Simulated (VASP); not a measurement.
**Lanthanum: La into a neighbouring La vacancy**

Aim: the barrier for one hop in Lanthanum: La into a neighbouring La vacancy. The start is a cell from a database of measured crystal structures.

Main program and level: VASP 6.6.1; PBE; plane waves and PAW (La).

## Step 1: The host crystal

The structure is hexagonal, space group P6_3/mmc (No. 194). The conventional cell has a = 3.770 Å, b = 3.770 Å, c = 12.159 Å, α = 90.00°, β = 90.00°, γ = 120.00°. La has 12 La at 3.74 to 3.77 Å nearest. La has 12 La at 3.74 to 3.77 Å nearest.

As a file:

```cif
data_structure
_symmetry_space_group_name_H-M 'P6_3/mmc'
_symmetry_Int_Tables_number 194
_cell_length_a 3.7700
_cell_length_b 3.7700
_cell_length_c 12.1590
_cell_angle_alpha 90.000
_cell_angle_beta 90.000
_cell_angle_gamma 120.000
_cell_volume 149.66
loop_
_atom_site_label
_atom_site_type_symbol
_atom_site_symmetry_multiplicity
_atom_site_Wyckoff_symbol
_atom_site_fract_x
_atom_site_fract_y
_atom_site_fract_z
_atom_site_occupancy
La1 La 2 d 0.66667 0.33333 0.25000 1
La2 La 2 a 0.00000 0.00000 0.50000 1
```

## Step 2: Relax the host

The later steps need the crystal at this functional's own lattice; a raised cutoff keeps the stress reliable while the cell changes.

File INCAR:

```
SYSTEM = La
PREC = Accurate
ENCUT = 350
EDIFF = 1E-06
NELM = 120
ISMEAR = 1
SIGMA = 0.15
LREAL = .FALSE.
ALGO = Normal
GGA = PE
NBANDS = 28
LASPH = .TRUE.
LORBIT = 11
LWAVE = .FALSE.
LCHARG = .FALSE.
KPAR = 3
IBRION = 2
NSW = 40
ISIF = 3
EDIFFG = -0.02
POTIM = 0.4
```

File POSCAR:

```
La
1.0
    3.7700000000      0.0000000000      0.0000000000
   -1.8850000000      3.2649157723      0.0000000000
    0.0000000000      0.0000000000     12.1590000000
La
4
Direct
    0.6666666667      0.3333333333      0.2500000000
    0.3333333333      0.6666666667      0.7500000000
    0.0000000000      0.0000000000      0.5000000000
    0.0000000000      0.0000000000      0.0000000000
```

File KPOINTS:

```
Automatic mesh
0
Gamma
7 7 2
0 0 0
```

PAW data sets: La (PBE family, release 64).

Run with:

```bash
> mpirun -np 3 vasp_std
```

Log:

```text
[banner, memory and clock lines left out]
running    3 mpi-ranks, on    1 nodes
 distrk:  each k-point on    1 cores,    3 groups
 distr:  one band on    1 cores,    1 groups

 POSCAR found type information on POSCAR La
 POSCAR found :  1 types and       4 ions
 LDA part: xc-table for (Slater+PW92), standard interpolation
 POSCAR, INCAR and KPOINTS ok, starting setup
 FFT: planning ... GRIDC
 FFT: planning ... GRID_SOFT
 FFT: planning ... GRID
 WAVECAR not read
 entering main loop
       N       E                     dE             d eps       ncg     rms          rms(c)
DAV:   1     0.520685275861E+03    0.52069E+03   -0.11646E+04   904   0.156E+03
DAV:   2     0.824989636242E+02   -0.43819E+03   -0.43115E+03  1328   0.410E+02
DAV:   3    -0.730629899806E+01   -0.89805E+02   -0.88445E+02  1544   0.237E+02
DAV:   4    -0.177064905944E+02   -0.10400E+02   -0.10032E+02  1688   0.762E+01
DAV:   5    -0.193608445387E+02   -0.16544E+01   -0.16150E+01  1784   0.295E+01    0.486E+00
DAV:   6    -0.195481281662E+02   -0.18728E+00   -0.21449E+00  1736   0.108E+01    0.246E+00
DAV:   7    -0.195663450694E+02   -0.18217E-01   -0.26610E-01  1744   0.377E+00    0.604E-01
DAV:   8    -0.195722772968E+02   -0.59322E-02   -0.34737E-02  1760   0.128E+00    0.158E-01
DAV:   9    -0.195733661881E+02   -0.10889E-02   -0.33495E-03  1744   0.377E-01    0.107E-01
DAV:  10    -0.195738669745E+02   -0.50079E-03   -0.23198E-03  1472   0.296E-01    0.318E-02
DAV:  11    -0.195739093315E+02   -0.42357E-04   -0.15090E-04  1744   0.123E-01    0.243E-02
DAV:  12    -0.195739142522E+02   -0.49208E-05   -0.51433E-05  1408   0.422E-02    0.824E-03
DAV:  13    -0.195739148813E+02   -0.62901E-06   -0.73155E-06  1376   0.270E-02
   1 F= -.19573915E+02 E0= -.19573166E+02  d E =-.195739E+02
 curvature:   0.00 expect dE= 0.000E+00 dE for cont linesearch  0.000E+00
 trial: gam= 0.00000 g(F)=  0.472E-47 g(S)=  0.309E-02 ort = 0.000E+00 (trialstep = 0.100E+01)
 search vector abs. value=  0.309E-02
 bond charge predicted
       N       E                     dE             d eps       ncg     rms          rms(c)
DAV:   1    -0.195963118671E+02   -0.22398E-01   -0.72206E-01  1504   0.920E+00    0.676E-01
DAV:   2    -0.195802615363E+02    0.16050E-01   -0.56659E-02  1488   0.239E+00    0.317E-01
DAV:   3    -0.195759041610E+02    0.43574E-02   -0.27345E-02  1536   0.128E+00    0.757E-02
DAV:   4    -0.195759272214E+02   -0.23060E-04   -0.23033E-03  1552   0.482E-01    0.295E-02
DAV:   5    -0.195759881297E+02   -0.60908E-04   -0.32512E-04  1672   0.120E-01    0.300E-02
DAV:   6    -0.195760038914E+02   -0.15762E-04   -0.67874E-05  1468   0.581E-02    0.201E-02
DAV:   7    -0.195760149405E+02   -0.11049E-04   -0.80210E-05  1592   0.736E-02    0.682E-03
DAV:   8    -0.195760099969E+02    0.49436E-05   -0.47247E-06   936   0.244E-02    0.251E-03
DAV:   9    -0.195760105675E+02   -0.57065E-06   -0.49036E-07   704   0.158E-02
   2 F= -.19576011E+02 E0= -.19575210E+02  d E =-.209569E-02
[...]
3 F= -.19576289E+02 E0= -.19575480E+02  d E =-.237413E-02
[...]
4 F= -.19576326E+02 E0= -.19575519E+02  d E =-.241160E-02
 curvature:  -0.78 expect dE=-0.137E-03 dE for cont linesearch -0.144E-06
 trial: gam= 0.04927 g(F)=  0.225E-46 g(S)=  0.176E-03 ort = 0.240E-04 (trialstep = 0.112E+01)
 search vector abs. value=  0.186E-03
 bond charge predicted
       N       E                     dE             d eps       ncg     rms          rms(c)
DAV:   1    -0.195771231373E+02   -0.79621E-03   -0.48932E-02  1504   0.364E+00    0.118E-01
DAV:   2    -0.195766439236E+02    0.47921E-03   -0.15746E-03  1624   0.437E-01    0.610E-02
DAV:   3    -0.195764811035E+02    0.16282E-03   -0.84857E-04  1696   0.284E-01    0.156E-02
DAV:   4    -0.195764795721E+02    0.15315E-05   -0.53428E-05  1536   0.585E-02    0.961E-03
DAV:   5    -0.195764790582E+02    0.51382E-06   -0.33570E-06  1040   0.171E-02
   5 F= -.19576479E+02 E0= -.19575800E+02  d E =-.152577E-03
 trial-energy change:   -0.000153  1 .order   -0.000143   -0.000198   -0.000087
 step:   1.6158(harm=  1.9948)  dis= 0.00000  next Energy=   -19.576499 (dE=-0.173E-03)
 reached required accuracy - stopping structural energy minimisation
```

Elapsed: 53 s, on 3 MPI ranks of AMD EPYC 9R45, shared host; peak memory 0.64 GiB; 2.6 min of CPU time.

The logs omit lines about the potential files and the build; timing stands in the text.

From OUTCAR (step 2):

```text
ion  position               nearest neighbor table
   1  0.667  0.333  0.250-
   2  0.333  0.667  0.750-
   3  0.000  0.000  0.500-
   4  0.000  0.000  0.000-

  LATTYP: Found a hexagonal cell.
 ALAT       =     3.7700000000
 C/A-ratio  =     3.2251989390

 Subroutine GETGRP returns: Found 24 space group operations
 (whereof 12 operations were pure point group operations)

The static configuration has the point symmetry D_3d.
 The point group associated with its full space group is D_6h.

 Found     16 irreducible k-points:

   k-points           NKPTS =     16   k-points in BZ     NKDIM =     16   number of bands    NBANDS=     28

   dimension x,y,z NGX =    24 NGY =   24 NGZ =   80
   dimension x,y,z NGXF=    48 NGYF=   48 NGZF=  160

   ENCUT  =  350.0 eV  25.72 Ry    5.07 a.u.   5.75  5.75 18.55*2*pi/ulx,y,z

   NELECT =      44.0000    total number of electrons

 k-points in reciprocal lattice and weights: Automatic mesh
   0.00000000  0.00000000  0.00000000       0.010
   0.14285714  0.00000000  0.00000000       0.061
   0.28571429  0.00000000  0.00000000       0.061
   0.42857143  0.00000000  0.00000000       0.061
   0.14285714  0.14285714  0.00000000       0.061
   0.28571429  0.14285714  0.00000000       0.122
   0.42857143  0.14285714  0.00000000       0.061
   0.28571429  0.28571429  0.00000000       0.061
   0.00000000  0.00000000  0.50000000       0.010
[...]
0.42857143  0.14285714  0.50000000       0.061
   0.28571429  0.28571429  0.50000000       0.061

 average (electrostatic) potential at core
       1 -96.3452       2 -96.3452       3 -96.3278       4 -96.3278

 E-fermi :   7.8999

 k-point     1 :       0.0000    0.0000    0.0000
  band No.  band energies     occupation
    ...
     16      -7.9342      2.00000
     17       4.7383      2.00000
     18       6.0446      2.00000
     19       6.0491      2.00000
     20       6.1736      2.00000
     21       8.4102     -0.00002
     22       8.5307     -0.00000
     23       9.1604     -0.00000
     24       9.1985     -0.00000
     25       9.1986     -0.00000
    ...

 k-point     2 :       0.1429    0.0000    0.0000
  band No.  band energies     occupation
    ...
     17       5.2543      2.00000
     18       6.4841      2.00000
     19       6.4958      2.00000
     20       6.6539      2.00000
     21       7.9157      0.82250
     22       8.1823     -0.02293
     23       8.3694     -0.00009
     24       8.4307     -0.00001
     25       8.6295     -0.00000
     26       9.0983     -0.00000
    ...

 k-point     3 :       0.2857    0.0000    0.0000
  band No.  band energies     occupation
    ...
     18       6.6091      2.00000
     19       6.6104      2.00000
     20       7.1126      2.00000
     21       7.5205      2.00203
     22       7.5912      2.01321
     23       8.0977     -0.06853
     24       8.3481     -0.00020
     25       8.6770     -0.00000
     26       8.9463     -0.00000
     27       9.1812     -0.00000
    ...

  Total       -0.0036362     -0.0036362      0.0601721      0.0000000      0.0000000      0.0000000
  in kB       -0.0394171     -0.0394171      0.6522816      0.0000000      0.0000000      0.0000000
  external PRESSURE =       0.1911491 kB  Pullay stress =       0.0000000 kB

  energy-cutoff  :      350.00
  volume of cell :      147.80
      direct lattice vectors                 reciprocal lattice vectors
     3.745700359  0.000000000  0.000000000     0.266972770  0.154136801  0.000000000
    -1.872850180  3.243871666  0.000000000    -0.000000000  0.308273601  0.000000000
    -0.000000000 -0.000000000 12.163939408    -0.000000000 -0.000000000  0.082210209

 POSITION                                       TOTAL-FORCE (eV/Angst)
 -----------------------------------------------------------------------------------
      1.87285      1.08129      3.04098         0.000000     -0.000000      0.000000
     -0.00000      2.16258      9.12295        -0.000000     -0.000000     -0.000000
     -1.87285      3.24387      6.08197         0.000000      0.000000      0.000000
     -1.87285      3.24387      0.00000         0.000000      0.000000      0.000000
 -----------------------------------------------------------------------------------
    total drift:                                0.000000     -0.000000      0.000000

  FREE ENERGIE OF THE ION-ELECTRON SYSTEM (eV)
  ---------------------------------------------------
  free  energy   TOTEN  =       -19.5764790582 eV

  energy  without entropy=      -19.5744432419  energy(sigma->0) =      -19.57580045

 reached required accuracy - stopping structural energy minimisation

 total charge
# of ion       s       p       d       f       tot
--------------------------------------------------
    1        2.069   5.558   0.889   0.078   8.594
    2        2.069   5.558   0.889   0.078   8.594
    3        2.067   5.551   0.896   0.088   8.602
    4        2.067   5.551   0.896   0.088   8.602
--------------------------------------------------
tot          8.272  22.218   3.569   0.333  34.392

[... 3 further parts left out ...]
```

CONTCAR:

```
La
   1.00000000000000
     3.7457003594513791    0.0000000000000000    0.0000000000000000
    -1.8728501797256896    3.2438716662814326    0.0000000000000000
    -0.0000000000000000   -0.0000000000000000   12.1639394081013688
  La
     4
Direct
     0.6666666667000030    0.3333333332999970    0.2500000000000000
     0.3333333332999970    0.6666666667000030    0.7500000000000000
     0.0000000000000000    1.0000000000000000    0.5000000000000000
     0.0000000000000000    1.0000000000000000    0.0000000000000000
```

The k-mesh is coarse for a metal. The run keeps the 24 symmetry operations of its start, so it cannot find a distortion of lower symmetry.

Relaxation path:

```
step  energy less that of the first step (eV)  largest force (eV/Å)  pressure (GPa)  volume (Å³)
   1                                   0.0000                0.0000           -0.31       149.66
   2                                  -0.0021                0.0000           -0.09       148.42
   3                                  -0.0024                0.0000            0.08       147.49
   4                                  -0.0024                0.0000            0.04       147.70
   5                                  -0.0026                0.0000            0.02       147.80
```

```
conventional cell, symmetrised  before   after  change
                         a (Å)   3.770   3.746  -0.6 %
                         b (Å)   3.770   3.746  -0.6 %
                         c (Å)  12.159  12.164  +0.0 %
              volume (Å³/atom)   37.42   36.95  -1.2 %
```

The relaxed structure:

```
La
1.0
     3.74570    0.00000    0.00000
    -1.87285    3.24387    0.00000
     0.00000    0.00000   12.16394
La
4
Direct
  0.66667 0.33333 0.25000
  0.33333 0.66667 0.75000
  0.00000 0.00000 0.50000
  0.00000 0.00000 0.00000
```

This step gave:

| Item | Value |
| --- | --- |
| electronic cycles | 42 |
| electrons | 44 |
| free energy (TOTEN) | -19.58 eV |
| energy at zero smearing | -19.58 eV |
| Fermi energy | 7.900 eV |
| labelled metallic, from the levels on this mesh | yes |

The run ended after 5 ionic steps, 0.003 eV below its first step, once forces and stress met EDIFFG = -0.02.

[end of part 1 of 4]

[Lines on the potential files, build, host, timing and source positions are cut from VASP's logs without a mark.]

[Logs are printed without paths, hosts, clocks, repeated set-up lines and the standing remarks that a program may print on its own settings, such as how far it seeks lower states.]

[Hosts, paths, dates, database ids (printed as entryN), source tags and the programs' standing remarks are cut or masked in the printed files.]

[Runs that stopped without an error message from VASP are left out.]
